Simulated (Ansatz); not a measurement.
**WSe₂: a line through an energy map**

One table from this session's results is given with a row withheld; the runs are named, their logs left out.

Method: DFT LDA+D3(BJ), scalar-relativistic, plane waves, PAW, in Ansatz 0.2.0.

1 further run of the same task is left out (set aside as unsound or not needed).

## The starting structure

It takes space group P-6m2 (No. 187, hexagonal). Conventional cell: a = 3.207 Å, b = 3.207 Å, c = 6.746 Å, α = 90.00°, β = 90.00°, γ = 120.00°. W (site symmetry -6m2) has 6 Se at 2.50 Å as nearest neighbours. Se (site symmetry 3m) is surrounded by 3 W at 2.50 Å.

Structure file:

```cif
data_structure
_symmetry_space_group_name_H-M 'P-6m2'
_symmetry_Int_Tables_number 187
_cell_length_a 3.2070
_cell_length_b 3.2070
_cell_length_c 6.7464
_cell_angle_alpha 90.000
_cell_angle_beta 90.000
_cell_angle_gamma 120.000
_cell_volume 60.09
loop_
_atom_site_label
_atom_site_type_symbol
_atom_site_symmetry_multiplicity
_atom_site_Wyckoff_symbol
_atom_site_fract_x
_atom_site_fract_y
_atom_site_fract_z
_atom_site_occupancy
W1 W 1 a 0.00000 0.00000 0.00000 1
Se1 Se 2 h 0.33333 0.66667 0.24802 1
```

It goes back to an entry of the Materials Project, which need not be the stable form.

This cell was relaxed beforehand with the same method: volume 20.03 Å³/atom, gap on the mesh 1.06 eV.

## Plan of the line

The energy is mapped over two homogeneous strains (x along [1 0 0], y along [1 2 0], z along [0 0 1] of the conventional cell).

- strain +e along x and -e along y: 5 values from −15.0 to 15.0 %
- strain +e along z and -e/2 along x and y: 5 values from −7.0 to 7.0 %

Nothing else is relaxed (fractional coordinates fixed). Energies count from the relaxed crystal. Points are written as (first, second).

Set-up of the first run:

Input file input.yaml:

```yaml
crystal:
  lattice:
    - [2.6698630927, 0.0, 0.0]
    - [-1.3349315464, 3.1453834117, 0.0]
    - [0.0, 0.0, 6.9825489286]
  atoms:
    - { symbol: W, position: [0.0, 0.0, 0.0] }
    - { symbol: Se, position: [0.3333333333, 0.6666666667, 0.2480187231] }
    - { symbol: Se, position: [0.3333333333, 0.6666666667, 0.7519812769] }
basis:
  ecutwfc: 420
kpoints:
  mp_grid: { grid: [12, 12, 4] }
hamiltonian:
  xc: lda
  pseudopotentials: { kind: paw, azcp: { folder: soft_1 } }
  dispersion: d3bj
scf:
  occupations: { method: gaussian, width: 0.05 }
output:
  forces: true
  stress: true
  eigenvalues: true
```

Command:

```console
$ ansatz run input.yaml --threads 1 --pin off --max-ram 2048MiB --backend cpu --events-out ev --progress --plain --runs-dir out
```

Steps of the session up to this table: Grid point (−15.0 %, 3.5 %); The run at (−7.5 %, 3.5 %); Grid point (0.0 %, 3.5 %); Point (7.5 %, 3.5 %); The run at (15.0 %, 3.5 %).

One table of the session follows, with a row left open; its other results are not shown here.

| strain +e along x and -e along y (%) | energy (meV/atom) | slope (meV/atom per %) | pressure (GPa) | band gap on the k-mesh (eV) | largest force on an atom (eV/Å) |
| --- | --- | --- | --- | --- | --- |
| −15.0 | 719 | −93 | 12.6 | 0.00 | 1.62 |
| −7.5 | 192 | −47 | 2.6 | 0.00 | 0.83 |
| 0.0 | 20 | 0 | −0.8 | 0.92 | 0.57 |
| 7.5 | ? | ? | ? | ? | ? |
| 15.0 | 533 | 56 | 10.1 | 0.00 | 3.48 |

**Question.** Estimate the row for strain +e along x and -e along y (%) = 7.5.

Worked estimate for «energy (meV/atom)». A straight line through the neighbours (0.0, 20) and (15.0, 533) gives 20 + (533 − 20) × (7.5 − 0.0) / (15.0 − 0.0) = 276; a parabola fitted to 3 rows on both sides gives 134.

**Answer.** energy (meV/atom): 168; slope (meV/atom per %): 37; pressure (GPa): 2.2; band gap on the k-mesh (eV): 0.61; largest force on an atom (eV/Å): 1.34. In «energy (meV/atom)» the line misses by +108 and the parabola by -34.

Energies count from the relaxed crystal. Slopes come from the forces (and the stress, where the cell changes), not from differences of energies.

Caveats from the session: A rigid map gives upper bounds: relaxing the other coordinates can only lower a point. Warnings in the runs' records: pseudo functional mismatch, dispersion damping borrowed.
